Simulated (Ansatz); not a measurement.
# TiO2 (C2/m) in Ansatz: further runs

One crystal, TiO2, is run at these levels: exchange-only PBE; tasks: single point, equation of state.

Everything below comes from runs of Ansatz 0.2.0. Logs are shortened: lines on timing, memory, paths and dates and some standing lists are left out, and cuts for length are marked.

### Step 1. The structure

It takes space group C2/m (No. 12, monoclinic). Conventional cell: a = 12.307 Å, b = 3.767 Å, c = 6.616 Å, α = 90.00°, β = 106.95°, γ = 90.00°. Ti (site symmetry m) has 4 O at 1.86 to 1.94 Å as nearest neighbours. Ti (site symmetry m) is surrounded by 5 O at 1.78 to 2.03 Å. O (site symmetry m) is surrounded by 3 Ti at 1.94 to 2.03 Å. O (site symmetry m) has 3 Ti at 1.96 to 2.16 Å as nearest neighbours. O (site symmetry m) has 2 Ti at 1.78 to 1.87 Å as nearest neighbours. O (site symmetry m) has 2 Ti at 1.86 to 1.93 Å as nearest neighbours.

The cell comes from a database or a generator and needn't be the stable form of this composition.

### Step 2. Single point, exchange-only PBE, 11.49 Å³/atom (volume scaled by 0.94)

input.yaml reads:

```yaml
crystal:
  lattice:
    - [6.0279587373, -1.8450195788, 0.0]
    - [6.0279587373, 1.8450195788, 0.0]
    - [-1.8889614683, 0.0, 6.1997680296]
  atoms:
    - { symbol: Ti, position: [0.900071, 0.900071, 0.289602] }
    - { symbol: Ti, position: [0.195286, 0.195286, 0.283762] }
    - { symbol: Ti, position: [0.099929, 0.099929, 0.710398] }
    - { symbol: Ti, position: [0.804714, 0.804714, 0.716238] }
    - { symbol: O, position: [0.361931, 0.361931, 0.293397] }
    - { symbol: O, position: [0.2634885, 0.2634885, 0.6525] }
    - { symbol: O, position: [0.8671885, 0.8671885, 0.995291] }
    - { symbol: O, position: [0.7365115, 0.7365115, 0.3475] }
    - { symbol: O, position: [0.9416475, 0.9416475, 0.630021] }
    - { symbol: O, position: [0.1328115, 0.1328115, 0.004709] }
    - { symbol: O, position: [0.638069, 0.638069, 0.706603] }
    - { symbol: O, position: [0.0583525, 0.0583525, 0.369979] }
hamiltonian:
  xc: { exchange: pbe, correlation: none }
  pseudopotentials: { kind: paw }
kpoints:
  mp_grid: { grid: [8, 8, 4] }
scf:
  occupations: { method: fermi_dirac, width: 0.05 }
output:
  forces: true
  stress: true
  eigenvalues: true
```

Potentials or basis: Ansatz PAW.

The run is started by

```bash
> ansatz run input.yaml --threads 2 --pin off --max-ram 5120MiB --backend cpu --events-out ev --progress --plain --runs-dir out
```

The log of the run:

```text
Warning: RAYON_NUM_THREADS=2 ignored (pool sized by the plan → 2); use --threads N
Engine: ansatz 0.2.0, x86_64-unknown-linux-gnu
Pseudopotentials: kind: paw
Pseudopotential: Ti, paw, valence charge 12, recommended cutoff 420 eV (normal), Ti.paw.azcp
Pseudopotential: O, paw, valence charge 6, recommended cutoff 420 eV (normal), O.paw.azcp
Functional definition: unnamed
  exchange = pbe_x
  correlation = 0
Crystal: 12 atoms, lattice volume = 137.904 Å³
Basis set: ecut = 420 eV, 2703 PW (Γ), exchange–correlation on 90×90×90 points (8 copies of the dense FFT grid, shifted against one another)
Bands: 60, of which v1, the nominal top of the filled ones, is band 48 counted from 1 (47 counted from 0)
Symmetry: 4 space group operations
Space group: C2/m (ITA 12), of the structure as read, at distance tolerance 5.2e-5 Å
k-points: 78 of 256
Non-local potential: Ti, projectors of the file, l = 0: 3, l = 1: 2, l = 2: 3, l = 3: 1
Non-local potential: O, projectors of the file, l = 0: 2, l = 1: 2, l = 2: 1
PAW form: soft (Blöchl's): semilocal exchange-correlation on the pseudo side does not see the compensation charge
PAW frozen core: Ti, regenerated for the run's functional, and the local potential with it (the file was generated under x = pbe(κ = 0.804, μ = 0.2195149727645171), c = pbe(β = 0.06672455060314922))
PAW frozen core: O, regenerated for the run's functional, and the local potential with it (the file was generated under x = pbe(κ = 0.804, μ = 0.2195149727645171), c = pbe(β = 0.06672455060314922))
PAW one-centre angular grid: Ti, 590 points (default); XC on 64 Gauss nodes
PAW one-centre angular grid: O, 110 points (default); XC on 64 Gauss nodes
Initial density: superposition of atomic densities (neutral atoms: chi_scale 0, normalization atom), corrected by the library's trained network
Initial wavefunctions: pseudopotential atomic-orbital guess
Functional: x = pbe(κ = 0.804, μ = 0.2195149727645171), c = none
SCF iter   1: F=—  HF=-14390.724489 eV  |F-HF|=—  |Δ(HF+E_count)|=         —  Δρ=1.49e-2  dr2=2.54e-1  ethr=1.77e-3  ⟨swp⟩=5.0  Hψ=17883  notcnv=0  defer=7
preconditioner: auto → Resta (q_TF=auto, 2.568 Å⁻¹)  ε∞=7.2  [insulator: Δε(μ)=3.182 eV  Ē_g=10.170 eV  σ=0.050 eV  W_gap=1.00  n_scr=40 (ndim 8)  ℏωp=25.3 eV  f_vac=0.120  D(μ)=0.00/eV (n_scr^D=0)  ε∞_Penn≈7.2]
SCF iter   2: F=—  HF=-14390.688870 eV  |F-HF|=—  |Δ(HF+E_count)|=   3.56e-2  Δρ=7.30e-3  dr2=6.32e-2  ethr=2.64e-4  ⟨swp⟩=2.1  Hψ=8354  notcnv=0  defer=420
SCF iter   3: F=—  HF=-14390.678827 eV  |F-HF|=—  |Δ(HF+E_count)|=   1.00e-2  Δρ=2.19e-3  dr2=5.04e-3  ethr=6.59e-5  ⟨swp⟩=2.0  Hψ=6648  notcnv=0  defer=342
automatic band count: iteration 3 solves 59 bands in place of 60: the levels show a gap, and the empty bands left out lie too high to hold charge; the band table lists the bands solved (type scf.n_extra_bands for more)
SCF iter   4: F=—  HF=-14390.679753 eV  |F-HF|=—  |Δ(HF+E_count)|=   9.26e-4  Δρ=1.03e-3  dr2=1.34e-3  ethr=5.25e-6  ⟨swp⟩=2.0  Hψ=6292  notcnv=0  defer=342
SCF iter   5: F=—  HF=-14390.679647 eV  |F-HF|=—  |Δ(HF+E_count)|=   1.06e-4  Δρ=2.79e-4  dr2=2.24e-4  ethr=1.40e-6  ⟨swp⟩=2.0  Hψ=6331  notcnv=0  defer=342
SCF iter   6: F=—  HF=-14390.679622 eV  |F-HF|=—  |Δ(HF+E_count)|=   2.46e-5  Δρ=1.25e-4  dr2=3.82e-5  ethr=2.33e-7  ⟨swp⟩=2.0  Hψ=6057  notcnv=0  defer=342
SCF iter   7: F=—  HF=-14390.679356 eV  |F-HF|=—  |Δ(HF+E_count)|=   2.66e-4  Δρ=9.87e-5  dr2=1.46e-5  ethr=3.98e-8  ⟨swp⟩=2.0  Hψ=6613  notcnv=0  defer=342
SCF iter   8: F=—  HF=-14390.679350 eV  |F-HF|=—  |Δ(HF+E_count)|=   5.74e-6  Δρ=2.53e-5  dr2=1.17e-6  ethr=1.52e-8  ⟨swp⟩=2.0  Hψ=6444  notcnv=0  defer=342
SCF iter   9: F=—  HF=-14390.679349 eV  |F-HF|=—  |Δ(HF+E_count)|=   1.51e-6  Δρ=1.20e-5  dr2=2.75e-7  ethr=1.21e-9  ⟨swp⟩=2.0  Hψ=6141  notcnv=0  defer=342
SCF iter  10: F=-14390.679349 eV  HF=-14390.679349 eV  |F-HF|=1.96e-8  |Δ(HF+E_count)|=   1.58e-7  Δρ=3.76e-6  dr2=1.84e-8  ethr=1.04e-10  ⟨swp⟩=10.8  Hψ=18551  notcnv=0
SCF 1 converged in 10 iterations: F = -14390.679349 eV  dr2 = 1.84e-8
SCF converged after 10 iterations
Free energy (F): -14390.679349 eV
Harris-Foulkes:  -14390.679349 eV  (|F-HF|=1.96e-8)
Internal energy: -14390.679349 eV  (E = F + TS)
E sigma→0 (E₀):  -14390.679349 eV
Fermi energy:    9.933480 eV
--- Per-component energies (eV) ---
  E_band       = -778.871395
  E_kinetic    = 2508.447047
  E_local      = -7799.273955  (includes V_loc(G=0)·N_el)
  E_nonlocal   = 386.522411
  E_hartree    = 3094.995007
  E_xc         = -906.180249
  E_vxc        = -1149.936998  (∫ρ·V_xc dr)
  E_paw        = -5366.120149  (= ΣΔE_a)
  E_vpaw       = -914.638391  (= ΣTr[D̂ρ^β])
  E_aug_tail   = 0.020553  (compensation charges beyond the density's cutoff)
  E_ewald      = -6309.198113
  E_core_change = 0.108100  (= ΣΔE_core)
  E_smearing   = -0.000000  (= −TS)
  E_closure    = -0.000000  (closes the sum)
  Σ components = -14390.679349   (vs F -14390.679349, Δ=0.00e0)
--- Forces (eV/Å), atoms counted from 1 ---
  atom   1  Ti    -0.05225946     0.00000000     0.05917664
  atom   2  Ti    -0.20617750     0.00000000     0.30618653
  atom   3  Ti     0.05225946    -0.00000000    -0.05917664
  atom   4  Ti     0.20617750    -0.00000000    -0.30618653
  atom   5  O      0.53610622    -0.00000000    -0.02209671
  atom   6  O      0.42989258     0.00000000     0.04311909
  atom   7  O      0.42533531     0.00000000     0.32941523
  atom   8  O     -0.42989258     0.00000000    -0.04311909
  atom   9  O     -0.25218567     0.00000000     0.13025262
  atom  10  O     -0.42533531    -0.00000000    -0.32941523
  atom  11  O     -0.53610622     0.00000000     0.02209671
  atom  12  O      0.25218567    -0.00000000    -0.13025262
  max |Σ_I F_I| component: 1.11e-16 eV/Å
--- Stress (GPa, compression-positive) ---
       29.400251       0.000000       0.180577
        0.000000      28.244033       0.000000
        0.180577       0.000000      30.560798
  P = ⅓ Tr σ = 29.4017 GPa (294.017 kbar)
--- Band table (eV; the first three rows and the last of 78) ---
  k-point 0: bands = ["-47.4130", "-47.3969", "-47.3131", "-47.3049", "-23.9461", "-23.8853", "-23.8626", "-23.7599", "-23.6911", "-23.6878", "-23.6848", "-23.6550", "-23.5895", "-23.5879", "-23.5732", "-23.5694", "-9.1363", "-8.3830", "-7.9731", "-7.8209", "-7.7305", "-7.6200", "-7.3444", "-7.2394", "4.1450", "4.1825", "4.4672", "4.4938", "4.8425", "5.1510", "5.1920", "5.2453", "5.5060", "5.8536", "6.3561", "6.4244", "6.4895", "6.9892", "7.0040", "7.0272", "7.0768", "7.1898", "7.4653", "7.6066", "7.6187", "7.6673", "8.0600", "8.1861", "11.3869", "11.7642", "12.0062", "12.0326", "12.0623", "12.5749", "13.1032", "13.2779", "13.4164", "13.5019", "13.6433"]
  k-point 1: bands = ["-47.4125", "-47.3972", "-47.3135", "-47.3046", "-23.9413", "-23.8861", "-23.8449", "-23.7607", "-23.6897", "-23.6877", "-23.6844", "-23.6783", "-23.5921", "-23.5898", "-23.5706", "-23.5680", "-9.0825", "-8.4031", "-8.0236", "-7.8296", "-7.6980", "-7.6164", "-7.3719", "-7.2289", "4.1139", "4.1910", "4.3594", "4.4847", "4.9743", "5.1449", "5.1918", "5.4488", "5.5602", "5.6027", "6.3854", "6.5748", "6.6532", "6.7786", "6.8781", "7.0530", "7.2073", "7.2624", "7.3947", "7.4884", "7.6545", "7.7783", "7.9950", "8.0296", "11.4400", "11.8087", "11.9847", "12.0258", "12.1131", "12.5062", "12.9887", "13.2664", "13.3178", "13.5145", "13.7979"]
  k-point 2: bands = ["-47.4121", "-47.3975", "-47.3139", "-47.3043", "-23.9417", "-23.8861", "-23.7952", "-23.7559", "-23.7544", "-23.6875", "-23.6841", "-23.6688", "-23.5943", "-23.5914", "-23.5684", "-23.5669", "-9.0219", "-8.4293", "-8.0627", "-7.8422", "-7.6778", "-7.6118", "-7.3959", "-7.2187", "4.0725", "4.1540", "4.3429", "4.4761", "5.0453", "5.1882", "5.1918", "5.3893", "5.8182", "5.8256", "6.0918", "6.4147", "6.6415", "6.7709", "6.8289", "7.1042", "7.1593", "7.3852", "7.4364", "7.6559", "7.6721", "7.7667", "7.8110", "7.9612", "11.5158", "11.7852", "11.9780", "12.0919", "12.0957", "12.4008", "13.0642", "13.0939", "13.3045", "13.5095", "13.7045"]
  k-point 77: bands = ["-47.4104", "-47.3979", "-47.3143", "-47.3051", "-23.9008", "-23.8339", "-23.7873", "-23.7636", "-23.7214", "-23.7100", "-23.6952", "-23.6800", "-23.6389", "-23.6149", "-23.5911", "-23.5635", "-8.8044", "-8.4837", "-7.9512", "-7.9333", "-7.8536", "-7.6171", "-7.3259", "-7.3164", "4.2478", "4.3158", "4.5226", "4.5520", "4.6495", "4.9240", "5.0155", "5.6395", "5.7889", "5.8263", "6.3808", "6.3810", "6.5898", "6.6510", "6.9267", "7.1537", "7.1778", "7.1783", "7.2561", "7.2725", "7.5114", "8.0461", "8.1489", "8.1955", "11.6637", "11.7824", "11.9304", "12.0958", "12.1292", "12.2425", "13.0384", "13.2365", "13.3390", "13.3564", "13.8574"]
```

Run time: 42 s. Hardware: 2 threads of Intel Xeon at 2.50GHz (Skylake/Cascade Lake), shared host; peak memory 0.78 GiB.

Results:

| Item | Value |
| --- | --- |
| Free energy | -14390.6793 eV |
| Pressure | 29.4 GPa |
| Largest force | 0.538 eV/Å |
| Band gap on the k mesh | 3.01 eV, indirect (least direct gap 3.19 eV) |

Caveat: the pressure holds a Pulay correction of +0.8 GPa for the finite cutoff; the PAW data sets come from PBE, with cores solved anew for the run's functional, which leaves a small shift of forces and pressure.

### Step 3. Single point, exchange-only PBE, 11.74 Å³/atom (volume scaled by 0.96)

input.yaml, as its differences from that of step 2:

```diff
@@ -2,5 +2,5 @@
   lattice:
-    - [6.0279587373, -1.8450195788, 0.0]
-    - [6.0279587373, 1.8450195788, 0.0]
-    - [-1.8889614683, 0.0, 6.1997680296]
+    - [6.0704105496, -1.8580131025, 0.0]
+    - [6.0704105496, 1.8580131025, 0.0]
+    - [-1.9022644521, 0.0, 6.2434298064]
   atoms:
@@ -29 +29,5 @@
   eigenvalues: true
+  write_density: true
+  write_potential: true
+  elf: true
+  volumetric_format: npy
```

Potentials or basis: Ansatz PAW.

The run is started by

```bash
> ansatz run input.yaml --threads 2 --pin off --max-ram 5120MiB --backend cpu --events-out ev --progress --plain --runs-dir out
```

Run time: 54 s. Hardware: 2 threads of Intel Xeon at 2.50GHz (Skylake/Cascade Lake), shared host; peak memory 0.78 GiB.

Results (log left out):

```
Free energy            : -14391.1659 eV
Pressure               : 23.8 GPa
Largest force          : 0.441 eV/Å
Band gap on the k mesh : 2.93 eV, indirect (least direct gap 3.11 eV)
```

Caveat: the pressure holds a Pulay correction of +0.7 GPa for the finite cutoff; the PAW data sets come from PBE, with cores solved anew for the run's functional, which leaves a small shift of forces and pressure.

### Step 4. Single point, exchange-only PBE, 11.98 Å³/atom (volume scaled by 0.98)

input.yaml, as its differences from that of step 3:

```diff
@@ -2,5 +2,5 @@
   lattice:
-    - [6.0704105496, -1.8580131025, 0.0]
-    - [6.0704105496, 1.8580131025, 0.0]
-    - [-1.9022644521, 0.0, 6.2434298064]
+    - [6.1122767729, -1.8708273909, 0.0]
+    - [6.1122767729, 1.8708273909, 0.0]
+    - [-1.9153839319, 0.0, 6.2864893037]
   atoms:
```

The run is started by

```bash
> ansatz run input.yaml --threads 2 --pin off --max-ram 5120MiB --backend cpu --events-out ev --progress --plain --runs-dir out
```

Run time: 48 s. Hardware: 2 threads of Intel Xeon at 2.50GHz (Skylake/Cascade Lake), shared host; peak memory 0.79 GiB.

Results (log left out):

* Free energy: -14391.5551 eV
* Pressure: 18.8 GPa
* Largest force: 0.352 eV/Å
* Band gap on the k mesh: 2.85 eV, indirect (least direct gap 3.03 eV)

Caveat: the pressure holds a Pulay correction of +0.7 GPa for the finite cutoff; the PAW data sets come from PBE, with cores solved anew for the run's functional, which leaves a small shift of forces and pressure.

### Step 5. Single point, exchange-only PBE, 12.23 Å³/atom

input.yaml, as its differences from that of step 4:

```diff
@@ -2,5 +2,5 @@
   lattice:
-    - [6.1122767729, -1.8708273909, 0.0]
-    - [6.1122767729, 1.8708273909, 0.0]
-    - [-1.9153839319, 0.0, 6.2864893037]
+    - [6.1535771931, -1.8834685, 0.0]
+    - [6.1535771931, 1.8834685, 0.0]
+    - [-1.9283261078, 0.0, 6.3289668713]
   atoms:
@@ -29,5 +29 @@
   eigenvalues: true
-  write_density: true
-  write_potential: true
-  elf: true
-  volumetric_format: npy
```

The run is started by

```bash
> ansatz run input.yaml --threads 2 --pin off --max-ram 5120MiB --backend cpu --events-out ev --progress --plain --runs-dir out
```

Wall time 43 s (2 threads of Intel Xeon at 2.50GHz (Skylake/Cascade Lake), shared host); peak memory 0.81 GiB.

The run converged. Its results:

* Free energy: -14391.8562 eV
* Pressure: 14.2 GPa
* Largest force: 0.270 eV/Å
* Band gap on the k mesh: 2.78 eV, indirect (least direct gap 2.96 eV)

Caveat: the pressure holds a Pulay correction of +0.7 GPa for the finite cutoff; the PAW data sets come from PBE, with cores solved anew for the run's functional, which leaves a small shift of forces and pressure.

### Step 6. Single point, exchange-only PBE, 12.47 Å³/atom (volume scaled by 1.02)

input.yaml, as its differences from that of step 5:

```diff
@@ -2,5 +2,5 @@
   lattice:
-    - [6.1535771931, -1.8834685, 0.0]
-    - [6.1535771931, 1.8834685, 0.0]
-    - [-1.9283261078, 0.0, 6.3289668713]
+    - [6.1943305476, -1.8959421648, 0.0]
+    - [6.1943305476, 1.8959421648, 0.0]
+    - [-1.9410968515, 0.0, 6.3708817807]
   atoms:
```

Potentials or basis: Ansatz PAW.

The run is started by

```bash
> ansatz run input.yaml --threads 2 --pin off --max-ram 5120MiB --backend cpu --events-out ev --progress --plain --runs-dir out
```

Run time: 40 s. Hardware: 2 threads of Intel Xeon at 2.50GHz (Skylake/Cascade Lake), shared host; peak memory 0.81 GiB.

Results (log left out):

* Free energy: -14392.0780 eV
* Pressure: 10.1 GPa
* Largest force: 0.335 eV/Å
* Band gap on the k mesh: 2.71 eV, indirect (least direct gap 2.88 eV)

Caveat: the pressure holds a Pulay correction of +0.7 GPa for the finite cutoff; the PAW data sets come from PBE, with cores solved anew for the run's functional, which leaves a small shift of forces and pressure.

### Step 7. Single point, exchange-only PBE, 12.71 Å³/atom (volume scaled by 1.04)

input.yaml, as its differences from that of step 6:

```diff
@@ -2,5 +2,5 @@
   lattice:
-    - [6.1943305476, -1.8959421648, 0.0]
-    - [6.1943305476, 1.8959421648, 0.0]
-    - [-1.9410968515, 0.0, 6.3708817807]
+    - [6.2345546003, -1.9082538226, 0.0]
+    - [6.2345546003, 1.9082538226, 0.0]
+    - [-1.9537017297, 0.0, 6.4122523021]
   atoms:
@@ -29 +29,5 @@
   eigenvalues: true
+  write_density: true
+  write_potential: true
+  elf: true
+  volumetric_format: npy
```

The run is started by

```bash
> ansatz run input.yaml --threads 2 --pin off --max-ram 5120MiB --backend cpu --events-out ev --progress --plain --runs-dir out
```

Run time: 61 s. Hardware: 2 threads of Intel Xeon at 2.50GHz (Skylake/Cascade Lake), shared host; peak memory 0.81 GiB.

The run converged. Its results:

- Free energy: -14392.2268 eV
- Pressure: 6.3 GPa
- Largest force: 0.435 eV/Å
- Band gap on the k mesh: 2.64 eV, indirect (least direct gap 2.81 eV)

Caveat: the pressure holds a Pulay correction of +0.7 GPa for the finite cutoff; the PAW data sets come from PBE, with cores solved anew for the run's functional, which leaves a small shift of forces and pressure.

### Step 8. Single point, exchange-only PBE, 12.96 Å³/atom (volume scaled by 1.06)

input.yaml, as its differences from that of step 7:

```diff
@@ -2,5 +2,5 @@
   lattice:
-    - [6.2345546003, -1.9082538226, 0.0]
-    - [6.2345546003, 1.9082538226, 0.0]
-    - [-1.9537017297, 0.0, 6.4122523021]
+    - [6.2742662098, -1.9204086332, 0.0]
+    - [6.2742662098, 1.9204086332, 0.0]
+    - [-1.9661460253, 0.0, 6.4530957747]
   atoms:
```

The run is started by

```bash
> ansatz run input.yaml --threads 2 --pin off --max-ram 5120MiB --backend cpu --events-out ev --progress --plain --runs-dir out
```

Wall time 76 s (2 threads of Intel Xeon at 2.50GHz (Skylake/Cascade Lake), shared host); peak memory 0.82 GiB.

The run converged. Its results:

```yaml
Free_energy: -14392.3105 eV
Pressure: 2.9 GPa
Largest_force: 0.536 eV/Å
Band_gap_on_the_k_mesh: 2.58 eV, indirect (least direct gap 2.74 eV)
```

Caveat: the pressure holds a Pulay correction of +0.7 GPa for the finite cutoff; the PAW data sets come from PBE, with cores solved anew for the run's functional, which leaves a small shift of forces and pressure.

### Step 9. Equation of state, exchange-only PBE

Potentials or basis: Ansatz PAW.

No new run: the results of the series are fitted here.

What came out:

| Quantity | Value |
| --- | --- |
| Equilibrium volume | 13.19 Å³/atom (rough: see the caveat) |
| Bulk modulus at fixed shape and positions | 160 GPa (rough) |

Energy against volume, from the lowest point:
```
volume (Å³/atom)  energy (meV/atom)
          11.492             135.93
          11.737              95.38
          11.981              62.95
          12.226              37.87
          12.470              19.38
          12.715               6.98
          12.959               0.00
```

Caveat: the potentials were made for another functional, which shifts forces and pressure; the minimum lies outside the volumes run; the cell was scaled at fixed shape and fractional positions, which overstates the stiffness of a crystal with free parameters, most of all of layers and chains.
